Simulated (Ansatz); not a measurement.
# HfN: levels along high-symmetry lines

```xyz
2
Lattice="0.0000 2.2590 2.2590 2.2590 0.0000 2.2590 2.2590 2.2590 0.0000" Properties=species:S:1:pos:R:3 pbc="T T T"
Hf    0.0000    0.0000    0.0000
N     2.2590    2.2590    2.2590
```

Atoms are numbered in the order listed.

The cell comes from COD entry 1539063, which wasn't checked; take it as a given geometry.

Spin polarisation is left out, and whether a magnetic state lies lower isn't shown here.

No spin–orbit coupling, which matters for the heavy atoms here.

Computed with Ansatz 0.2.0, DFT, LDA, all-electron LAPW, scalar-relativistic.

Settings: a Γ-centred 10×10×10 k mesh, Fermi–Dirac smearing of 0.03 eV, basis error target 1 meV/atom, no spin polarisation.

Points in fractions of the reciprocal vectors of this cell: Γ (0, 0, 0), X (0.5, 0, 0.5), U (0.625, 0.25, 0.625), K (0.375, 0.375, 0.75), L (0.5, 0.5, 0.5), W (0.5, 0.25, 0.75). The path joins them by straight lines in the order Γ–X–U–K–Γ–L–W–X; legs that retrace an earlier one aren't tabulated. Energies are in eV from the Fermi level.

Problem. Is there a gap?

Solution. none: with an odd electron count and no spin polarisation the bands can't all be full, a metal in this set-up (spin order or a larger cell could open a gap).

Problem. List the levels between -8 and 1.5 eV at the symmetry points.

Solution. 
Γ: -2.91 (×3), -0.44 (×3)
X: -5.38, -3.87, -3.61 (×2)
U: -6.33, -5.51, -4.94, -0.87
K: -6.33, -5.51, -4.94, -0.87
L: -6.22 (×2)
W: -6.14, -5.46 (×2), 1.10 (×2)
